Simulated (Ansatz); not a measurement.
# AlAs (110): surface energy and levels, part 1 of 2

This session takes AlAs and sets out to compute energy, relaxation and work function or band edges of the (110) face.

Program: Ansatz 0.2.0. Level of theory: DFT PBEsol, scalar-relativistic, plane waves, PAW. These are calculated values, not measurements.

1 further run of the same task is left out (set aside as unsound or not needed).

### 1 Starting point

Symmetry: F-43m, No. 216, cubic system. Conventional cell: a = 5.675 Å, b = 5.675 Å, c = 5.675 Å, α = 90.00°, β = 90.00°, γ = 90.00°. Al (site symmetry -43m) has 4 As at 2.46 Å as nearest neighbours. Around As (site symmetry -43m) lie 4 Al at 2.46 Å.

Structure file:

```
CELL_PARAMETERS angstrom
0.00000 2.83730 2.83730
2.83730 0.00000 2.83730
2.83730 2.83730 0.00000
ATOMIC_POSITIONS crystal
Al 0.00000 0.00000 0.00000
As 0.25000 0.25000 0.25000
```

This cell was relaxed beforehand with the same method: volume 22.84 Å³/atom, gap on the mesh 1.34 eV.

The bulk reference comes from a run made before at the same settings: -2669.2211 eV/atom.

### 2 The (110) slab

Planes are indexed in the bulk's conventional cell (F-43m (No. 216)), a = 5.675 Å, b = 5.675 Å, c = 5.675 Å, α = 90.00°, β = 90.00°, γ = 90.00°.

Cut from the relaxed bulk: a (110) slab, 12.0 Å thick as cut, with 15 Å of vacuum; its outer planes are AlAs (top) and AlAs (bottom).

The slab as cut. Layers, bottom to top:

| plane | atoms per cell | height over the lowest (Å) |
| --- | --- | --- |
| 1 | AlAs | 0.00 |
| 2 | AlAs | 2.01 |
| 3 | AlAs | 4.01 |
| 4 | AlAs | 6.02 |
| 5 | AlAs | 8.03 |
| 6 | AlAs | 10.03 |
| 7 | AlAs | 12.04 |

### 3 Single point on the unrelaxed (110) slab

The cell repeats along c, and a dipole correction in the vacuum removes the field between the copies.

input.yaml reads:

```yaml
crystal:
  lattice:
    - [4.0125455951, 0.0, 0.0]
    - [0.0, 5.6745964002, 0.0]
    - [0.0, 0.0, 27.0376367853]
  atoms:
    - { symbol: Al, position: [0.5, 0.5, 0.2773911071] }
    - { symbol: As, position: [0.0, 0.75, 0.2773911071] }
    - { symbol: Al, position: [0.0, 0.0, 0.3515940714] }
    - { symbol: As, position: [0.5, 0.25, 0.3515940714] }
    - { symbol: Al, position: [0.5, 0.5, 0.4257970357] }
    - { symbol: As, position: [0.0, 0.75, 0.4257970357] }
    - { symbol: Al, position: [0.0, 0.0, 0.5] }
    - { symbol: As, position: [0.5, 0.25, 0.5] }
    - { symbol: Al, position: [0.5, 0.5, 0.5742029643] }
    - { symbol: As, position: [0.0, 0.75, 0.5742029643] }
    - { symbol: Al, position: [0.0, 0.0, 0.6484059286] }
    - { symbol: As, position: [0.5, 0.25, 0.6484059286] }
    - { symbol: Al, position: [0.5, 0.5, 0.7226088929] }
    - { symbol: As, position: [0.0, 0.75, 0.7226088929] }
basis:
  ecutwfc: 420
kpoints:
  mp_grid: { grid: [7, 5, 1] }
hamiltonian:
  xc: pbesol
scf:
  occupations: { method: gaussian, width: 0.05 }
output:
  forces: true
  stress: true
  eigenvalues: true
  write_density: true
  write_potential: true
  elf: true
  volumetric_format: npy
efield:
  axis: 3
  dipole_correction: true
```

The run is started by

```
> ansatz run input.yaml --threads 1 --pin off --max-ram 2560MiB --backend cpu --events-out ev --progress --plain --runs-dir out
```

What it wrote:

```text
Warning: RAYON_NUM_THREADS=1 ignored (pool sized by the plan → 1); use --threads N
Engine: ansatz 0.2.0, aarch64-unknown-linux-gnu
Pseudopotentials: kind: paw
Pseudopotential: Al, paw, valence charge 3, recommended cutoff 420 eV (normal), Al.paw.azcp
Pseudopotential: As, paw, valence charge 15, recommended cutoff 420 eV (normal), As.paw.azcp
Functional definition: PBEsol
  exchange = pbesol_x
  correlation = pbesol_c
Crystal: 14 atoms, lattice volume = 615.636 Å³
Basis set: ecut = 420 eV, 12097 PW (Γ), exchange–correlation on 54×80×384 points (8 copies of the dense FFT grid, shifted against one another)
Bands: 77, of which v1, the nominal top of the filled ones, is band 63 counted from 1 (62 counted from 0)
Symmetry: 2 space group operations
k-points: 12 of 35 (time reversal used)
Non-local potential: Al, projectors of the file, l = 0: 2, l = 1: 2, l = 2: 1
Non-local potential: As, projectors of the file, l = 0: 2, l = 1: 2, l = 2: 3, l = 3: 1
PAW form: soft (Blöchl's): semilocal exchange-correlation on the pseudo side does not see the compensation charge
PAW frozen core: Al, regenerated for the run's functional, and the local potential with it (the file was generated under x = pbe(κ = 0.804, μ = 0.2195149727645171), c = pbe(β = 0.06672455060314922))
PAW frozen core: As, regenerated for the run's functional, and the local potential with it (the file was generated under x = pbe(κ = 0.804, μ = 0.2195149727645171), c = pbe(β = 0.06672455060314922))
PAW one-centre angular grid: Al, 110 points (default); XC on 64 Gauss nodes
PAW one-centre angular grid: As, 590 points (default); XC on 64 Gauss nodes
Initial density: superposition of atomic densities (neutral atoms: chi_scale 0, normalization atom), corrected by the library's trained network
Initial wavefunctions: pseudopotential atomic-orbital guess
Functional: x = pbesol(κ = 0.804, μ = 0.12345679012345678), c = pbesol(β = 0.046)
SCF iter   1: F=—  HF=-37365.339585 eV  |F-HF|=—  |Δ(HF+E_count)|=         —  Δρ=2.29e-3  dr2=7.87e-2  ethr=1.77e-3  p=0.000 e·Å  D=5.27e-14 V/Å  ΔV_dip=-0.00 eV  dr2_dipole=5.79e-9  V_vac-E_F(+/−)=4.59/4.59 eV  ⟨swp⟩=6.9  Hψ=3830  notcnv=0  defer=11
efield: sawtooth ramp at fractional position 0.9500 (placed from the atoms, in the widest stretch of the axis that holds none; the zero of the levels goes with the place), width 0.1000; the density the first Hamiltonian is built on has a dipole p = 0.000 e·Å; the dipole correction subtracts the counter field D = 5.27e-14 V/Å, which shifts the + side's vacuum level by -0.00 eV against the − side's; the planar-averaged density in the ramp window peaks in size at 3.8e-5 e/Å³
preconditioner: auto → Resta (q_TF=auto, 2.094 Å⁻¹)  ε∞=3.0  [insulator: Δε(μ)=0.720 eV  Ē_g=7.845 eV  σ=0.050 eV  W_gap=1.00  n_scr=98 (ndim 8)  ℏωp=11.2 eV  f_vac=0.435  D(μ)=0.00/eV (n_scr^D=0)  ε∞_Penn≈3.0  vacuum switching on, ρ_ref=4.5e-3 e/Å³]
SCF iter   2: F=—  HF=-37365.324815 eV  |F-HF|=—  |Δ(HF+E_count)|=   1.48e-2  Δρ=1.20e-3  dr2=1.58e-2  ethr=6.25e-5  p=-0.000 e·Å  D=-9.01e-6 V/Å  ΔV_dip=0.00 eV  dr2_dipole=2.55e-8  V_vac-E_F(+/−)=4.51/4.51 eV  ⟨swp⟩=2.0  Hψ=1288  notcnv=0  defer=83
SCF iter   3: F=—  HF=-37365.324692 eV  |F-HF|=—  |Δ(HF+E_count)|=   1.22e-4  Δρ=4.41e-4  dr2=6.86e-3  ethr=1.25e-5  p=0.000 e·Å  D=3.03e-5 V/Å  ΔV_dip=-0.00 eV  dr2_dipole=2.23e-7  V_vac-E_F(+/−)=4.52/4.52 eV  ⟨swp⟩=2.0  Hψ=1139  notcnv=0  defer=83
SCF iter   4: F=—  HF=-37365.324417 eV  |F-HF|=—  |Δ(HF+E_count)|=   2.75e-4  Δρ=1.78e-4  dr2=1.11e-3  ethr=5.44e-6  p=-0.000 e·Å  D=-3.17e-5 V/Å  ΔV_dip=0.00 eV  dr2_dipole=2.81e-7  V_vac-E_F(+/−)=4.49/4.49 eV  ⟨swp⟩=2.0  Hψ=988  notcnv=0  defer=83
SCF iter   5: F=—  HF=-37365.324443 eV  |F-HF|=—  |Δ(HF+E_count)|=   2.64e-5  Δρ=6.55e-5  dr2=4.29e-5  ethr=8.80e-7  p=0.000 e·Å  D=3.38e-5 V/Å  ΔV_dip=-0.00 eV  dr2_dipole=3.08e-7  V_vac-E_F(+/−)=4.49/4.49 eV  ⟨swp⟩=2.0  Hψ=978  notcnv=0  defer=83
SCF iter   6: F=—  HF=-37365.324629 eV  |F-HF|=—  |Δ(HF+E_count)|=   1.86e-4  Δρ=2.87e-5  dr2=6.09e-6  ethr=3.40e-8  p=-0.000 e·Å  D=-4.51e-5 V/Å  ΔV_dip=0.00 eV  dr2_dipole=5.45e-7  V_vac-E_F(+/−)=4.49/4.49 eV  ⟨swp⟩=2.0  Hψ=1380  notcnv=0  defer=111
SCF iter   7: F=—  HF=-37365.324640 eV  |F-HF|=—  |Δ(HF+E_count)|=   1.04e-5  Δρ=9.42e-6  dr2=4.71e-6  ethr=4.83e-9  p=0.000 e·Å  D=1.22e-4 V/Å  ΔV_dip=-0.00 eV  dr2_dipole=4.03e-6  V_vac-E_F(+/−)=4.49/4.49 eV  ⟨swp⟩=2.0  Hψ=1119  notcnv=0  defer=111
SCF iter   8: F=—  HF=-37365.324640 eV  |F-HF|=—  |Δ(HF+E_count)|=   2.81e-8  Δρ=4.92e-6  dr2=5.57e-7  ethr=3.74e-9  p=-0.000 e·Å  D=-3.75e-5 V/Å  ΔV_dip=0.00 eV  dr2_dipole=3.71e-7  V_vac-E_F(+/−)=4.49/4.49 eV  ⟨swp⟩=2.0  Hψ=986  notcnv=0  defer=111
SCF iter   9: F=-37365.324640 eV  HF=-37365.324640 eV  |F-HF|=2.04e-8  |Δ(HF+E_count)|=   2.31e-7  Δρ=1.67e-6  dr2=3.87e-8  ethr=7.94e-11  p=-0.000 e·Å  D=-6.65e-6 V/Å  ΔV_dip=0.00 eV  dr2_dipole=1.24e-8  V_vac-E_F(+/−)=4.49/4.49 eV  ⟨swp⟩=17.8  Hψ=7139  notcnv=0
SCF 1 converged in 9 iterations: F = -37365.324640 eV  dr2 = 3.87e-8
WARN: The output density's exchange-correlation potential varies sharply where the density is thin. Do not read a vacuum level from v_tot or v_xc, or from such a field of the output density. On a cell that repeats whose density bears no net charge and no dipole along the vacuum's axis use v_es (v_loc + v_h of the components); under efield.dipole_correction with no amplitude use v_es + v_field, which holds any external_charges[].barrier, or the levels of the report's work_function block, which leave it out; under a non-zero efield.amplitude the vacuum is tilted and has no level; on a cell that repeats and bears such a dipole with no correction it is tilted too, and efield.dipole_correction with no amplitude gives each side of its ramp a level where efield: is served; in a cell that repeats whose density bears a net charge (total_charge, or a fill off its count) it is curved and has none; of a slab under crystal.periodic whose density bears no net charge use v_es, which has a level on each side, short of where the two are joined; of another it falls or rises all the way out and has none; of a slab beside external_charges read slab_vacuum_level instead, which it has where they leave it neutral. The grid or the basis barely resolves most such structure, and the values can differ between equally converged runs; as a rule a tighter scf.convergence.dr2_threshold does not remove it. Where the density itself ripples (under the LDA too) a higher basis.ecutwfc lessens it. The files hold the spikes' plane waves up to the density's cutoff. Files: v_tot_of_output_density and the like, and their columns of v_z.tsv (output.write_potential); v_xc_of_output_density and the like, and their columns of v_comp_z.tsv (output.write_potential_components). Measured: with its Gaussian average of σ = 0.25 Å subtracted twice, the exchange-correlation potential is over 0.1 eV at 22 of the grid points where the equally averaged density (valence and model cores) is under 1e-3 e/Å³, and 0.243 eV at the most among them, at an averaged density of 1.4e-8 e/Å³. See output.write_potential in the manual, Limitations
SCF converged after 9 iterations
Free energy (F): -37365.324640 eV
Harris-Foulkes:  -37365.324640 eV  (|F-HF|=2.04e-8)
Internal energy: -37365.324640 eV  (E = F + TS)
E sigma→0 (E₀):  -37365.324640 eV
Fermi energy:    1.307451 eV
Dipole field:    D = 0.000079 V/Å  (p = 0.000268 e·Å, saw-weighted, corrected)
Work function:   Φ+ = 4.4878 eV   Φ− = 4.4900 eV
Levels:          The Fermi level and band energies are counted from a zero that moves with the ramp; work functions are not
--- Per-component energies (eV) ---
  E_band       = -2546.358624
  E_kinetic    = 877.783723
  E_local      = -81556.202607  (includes V_loc(G=0)·N_el)
  E_nonlocal   = -4603.921038
  E_hartree    = 40949.562010
  E_xc         = -820.637929
  E_vxc        = -751.294525  (∫ρ·V_xc dr)
  E_paw        = -15736.361556  (= ΣΔE_a)
  E_vpaw       = 1588.176405  (= ΣTr[D̂ρ^β])
  E_aug_tail   = 0.000038  (compensation charges beyond the density's cutoff)
  E_efield     = 0.000000  (sawtooth field / dipole correction)
  E_vefield    = 0.000000  (∫n·V_field dr)
  E_ewald      = 23517.553745
  E_core_change = 6.898974  (= ΣΔE_core)
  E_smearing   = -0.000000  (= −TS)
  E_closure    = -0.000000  (closes the sum)
  Σ components = -37365.324640   (vs F -37365.324640, Δ=0.00e0)
--- Forces (eV/Å), atoms counted from 1 ---
  atom   1  Al     0.00000000     1.17226127     1.36554141
  atom   2  As     0.00000000    -0.40936959    -1.19493502
  atom   3  Al     0.00000000    -0.39924097     0.13165738
  atom   4  As     0.00000000    -0.54225148    -0.47328236
  atom   5  Al     0.00000000     0.31338312     0.10243953
  atom   6  As     0.00000000     0.00658917     0.06960561
  atom   7  Al     0.00000000    -0.17623786     0.00003127
  atom   8  As     0.00000000    -0.10651295    -0.00004428
  atom   9  Al     0.00000000     0.31338148    -0.10237208
  atom  10  As     0.00000000     0.00658949    -0.06968331
  atom  11  Al     0.00000000    -0.39923277    -0.13161330
  atom  12  As     0.00000000    -0.54225070     0.47319863
  atom  13  Al     0.00000000     1.17228826    -1.36553334
  atom  14  As     0.00000000    -0.40934959     1.19491585
  max |Σ_I F_I| component: 7.40e-5 eV/Å
--- Stress (GPa, compression-positive) ---
       -0.791364       0.000000       0.000000
        0.000000      -0.897746       0.000057
        0.000000       0.000057      -0.000680
  P = ⅓ Tr σ = -0.5633 GPa (-5.633 kbar)
--- Band table (eV; the first three rows and the last of 12) ---
  k-point 0: bands = ["-33.7230", "-33.7229", "-33.7155", "-33.7154", "-33.7082", "-33.7081", "-33.6956", "-33.6955", "-33.6896", "-33.6894", "-33.6703", "-33.6690", "-33.6587", "-33.6578", "-33.6510", "-33.5206", "-33.5205", "-33.5203", "-33.5200", "-33.5124", "-33.5122", "-33.5074", "-33.5070", "-33.5044", "-33.5043", "-33.1862", "-33.1860", "-33.1822", "-33.1820", "-33.1124", "-33.1122", "-33.0940", "-33.0938", "-33.0776", "-33.0774", "-10.9023", "-10.5501", "-10.0522", "-9.4363", "-9.1229", "-8.8633", "-8.8471", "-4.4871", "-4.2482", "-3.9222", "-3.4411", "-2.4049", "-2.3795", "-2.2998", "-1.6670", "-1.3740", "-1.2205", "-1.0457", "-0.8915", "-0.5133", "-0.4286", "-0.0233", "0.1412", "0.5521", "0.7996", "0.8494", "0.8614", "0.8994", "1.6315", "2.2647", "2.5720", "3.0664", "3.5768", "3.7082", "3.8930", "4.2508", "4.4501", "4.6595", "4.9156", "5.2036", "5.2178", "5.4816"]
  k-point 1: bands = ["-33.7230", "-33.7229", "-33.7155", "-33.7154", "-33.7082", "-33.7081", "-33.6956", "-33.6955", "-33.6895", "-33.6894", "-33.6703", "-33.6690", "-33.6587", "-33.6578", "-33.6510", "-33.5206", "-33.5205", "-33.5203", "-33.5200", "-33.5124", "-33.5122", "-33.5074", "-33.5070", "-33.5044", "-33.5043", "-33.1862", "-33.1860", "-33.1822", "-33.1820", "-33.1124", "-33.1122", "-33.0940", "-33.0938", "-33.0776", "-33.0774", "-10.7769", "-10.4407", "-9.9812", "-9.4577", "-9.3382", "-8.9908", "-8.9795", "-4.2316", "-4.2286", "-4.0378", "-3.7546", "-2.9521", "-1.9404", "-1.8206", "-1.6737", "-1.1585", "-1.0870", "-1.0279", "-0.7749", "-0.3495", "-0.3389", "-0.1084", "0.1501", "0.4297", "0.5885", "0.6047", "0.6531", "0.9541", "2.0927", "2.1906", "2.7910", "3.2769", "3.6686", "3.7609", "3.7810", "3.8570", "4.1875", "4.3554", "5.1260", "5.3189", "5.6316", "5.6662"]
  k-point 2: bands = ["-33.7230", "-33.7229", "-33.7155", "-33.7154", "-33.7082", "-33.7081", "-33.6956", "-33.6955", "-33.6895", "-33.6894", "-33.6703", "-33.6690", "-33.6587", "-33.6578", "-33.6510", "-33.5206", "-33.5205", "-33.5203", "-33.5200", "-33.5124", "-33.5122", "-33.5074", "-33.5070", "-33.5044", "-33.5043", "-33.1862", "-33.1860", "-33.1822", "-33.1820", "-33.1124", "-33.1122", "-33.0940", "-33.0938", "-33.0776", "-33.0774", "-10.4229", "-10.1487", "-9.8856", "-9.8071", "-9.6745", "-9.1539", "-9.1463", "-4.4684", "-4.3272", "-3.7039", "-3.6002", "-3.0688", "-2.6245", "-1.9052", "-0.9481", "-0.7978", "-0.7042", "-0.4549", "-0.4535", "-0.1735", "-0.1725", "-0.1070", "-0.0533", "0.0102", "0.3231", "0.3300", "0.7335", "0.7898", "1.9699", "2.0305", "3.2690", "3.3935", "3.4726", "3.8157", "3.8897", "4.0609", "4.2053", "4.5388", "5.1081", "5.3379", "5.4692", "5.5129"]
  k-point 11: bands = ["-33.7225", "-33.7223", "-33.7154", "-33.7153", "-33.7085", "-33.7084", "-33.6960", "-33.6958", "-33.6887", "-33.6886", "-33.6696", "-33.6689", "-33.6591", "-33.6581", "-33.6503", "-33.5210", "-33.5209", "-33.5196", "-33.5192", "-33.5119", "-33.5116", "-33.5073", "-33.5069", "-33.5047", "-33.5046", "-33.1853", "-33.1851", "-33.1826", "-33.1824", "-33.1124", "-33.1122", "-33.0943", "-33.0942", "-33.0770", "-33.0769", "-9.6971", "-9.4933", "-9.4608", "-9.2553", "-9.2080", "-8.5738", "-8.5527", "-4.5613", "-4.3610", "-4.3253", "-4.2036", "-4.1586", "-3.9393", "-3.8709", "-2.3285", "-2.2628", "-1.9376", "-1.7674", "-1.3489", "-1.2447", "-1.0003", "-0.9981", "-0.6009", "-0.5627", "-0.3335", "-0.1484", "0.6835", "0.9774", "1.7216", "2.0001", "3.7140", "3.8923", "3.9306", "4.3554", "4.5832", "4.7746", "4.8591", "5.2446", "5.3927", "5.6071", "5.8223", "5.9107"]
```

Wall time 74 s (1 thread of Arm Neoverse V2, shared host); peak memory 0.85 GiB.

Read from this run: gap on the mesh 0.65 eV (a mesh can miss band crossings, so it may be none).

Density in a lattice plane of the grid's cell (edges 5.67 and 27.04 Å, at 0.000 of the third edge), which holds As and Al.

Ten even steps from ' ' (0.00 e/Å³) to '@' (1.29 e/Å³):
```
            
            
            
            
        ++++
..      @@@@
  ..      ..
..      **##
..      ##%%
  ..      ..
..      ##%%
..      **##
  ..      ..
..      @@@@
        ++++
            
            
            
            
            
```
Columns run along the first of these edges and rows up along the second, over one cell in 6 and 20 even steps from the bottom left corner. Atoms in the plane (fractional): As at (0.75, 0.28), Al at (0.00, 0.35), As at (0.75, 0.43), Al at (0.00, 0.50), As at (0.75, 0.57), Al at (0.00, 0.65), As at (0.75, 0.72).

ELF in the same plane.

Ten even steps from '0' (0.00) to '9' (0.82):
```
000000
000000
000000
600037
900479
710577
341015
810478
810478
341014
810478
810478
341015
710577
900479
600037
000000
000000
000000
000000
```
Columns run along the first of these edges and rows up along the second, over one cell in 6 and 20 even steps from the bottom left corner. Atoms in the plane (fractional): As at (0.75, 0.28), Al at (0.00, 0.35), As at (0.75, 0.43), Al at (0.00, 0.50), As at (0.75, 0.57), Al at (0.00, 0.65), As at (0.75, 0.72).

Both are smooth fields of the valence electrons: close to the nuclei they are not physical.

The highest ELF values outside the cores: 0.92 on the Al–As line, 1.1 Å from Al; 0.89 beside As, off the lines to its neighbours, 1.4 Å from As.

(Continued in part 2 of 2.)
